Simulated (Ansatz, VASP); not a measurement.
**SiC2: VASP beside Ansatz**

Contents of INCAR:

```
PREC = Accurate
ENCUT = 520
EDIFF = 1E-7
ISMEAR = 0
SIGMA = 0.1
LREAL = False
LASPH = True
NELM = 80
ALGO = Normal
ISIF = 2
LWAVE = False
LCHARG = False
GGA = PE
IVDW = 12
NBANDS = 13
```

The input KPOINTS:

```
Automatic mesh
0
Gamma
  6 6 4
```

POSCAR

```
SiC2
1.0
    2.8211258000      0.0000000000      0.0000000000
   -1.4105629000      2.4431666100      0.0000000000
    0.0000000000      0.0000000000      4.8512324000
Si C
1 2
Direct
    0.0000000000      0.0000000000      0.0000000000
    0.3333333300      0.6666666700      0.7604702700
    0.6666666700      0.3333333300      0.2395297300
```

Input for Ansatz:

```yaml
crystal:
  lattice:
    - [2.8211258, 0.0, 0.0]
    - [-1.4105629, 2.44316661, 0.0]
    - [0.0, 0.0, 4.8512324]
  atoms:
    - { symbol: Si, position: [0.0, 0.0, 0.0] }
    - { symbol: C, position: [0.33333333, 0.66666667, 0.76047027] }
    - { symbol: C, position: [0.66666667, 0.33333333, 0.23952973] }
basis:
  ecutwfc: 420
kpoints:
  mp_grid: { grid: [6, 6, 4] }
hamiltonian:
  xc: pbe
  dispersion: d3bj
scf:
  occupations: { method: gaussian, width: 0.1 }
  lower_state_search: "off"
output:
  forces: true
  stress: true
  eigenvalues: true
```

Alike in both runs: task single point; functional PBE; dispersion D3(BJ); k mesh 6 × 6 × 4; occupations gaussian, width 0.1 eV; no spin polarisation.

|  | VASP | Ansatz |
| --- | --- | --- |
| version | VASP 6.6.1 | Ansatz 0.2.0 |
| potentials or method | VASP PAW PBE potentials, release 64 (Si, C) | scalar-relativistic, plane waves, PAW |
| plane-wave cutoff (eV) | 520 | 420 |
| valence electrons in the cell | 12 | 12 |

Ansatz gave:

- gap on the k mesh at the Fermi level (eV): none
- pressure (GPa): -6.8
- largest component of the traceless stress (GPa): 21.08
- rms of the force components (eV/Å): 0.431

Which values does VASP return?

gap on the k mesh at the Fermi level (eV): none; pressure (GPa): -6.7; largest component of the traceless stress (GPa): 21.14; rms of the force components (eV/Å): 0.428.

Atom by atom the forces differ by 0.003 eV/Å (rms over components). A gap of «none» marks a metal or a gap that the smearing closes.

Caveats: the k mesh is coarse (spacing up to 0.43 Å⁻¹), so the values aren't converged; pairwise dispersion overbinds metals, which lowers pressure and volume.
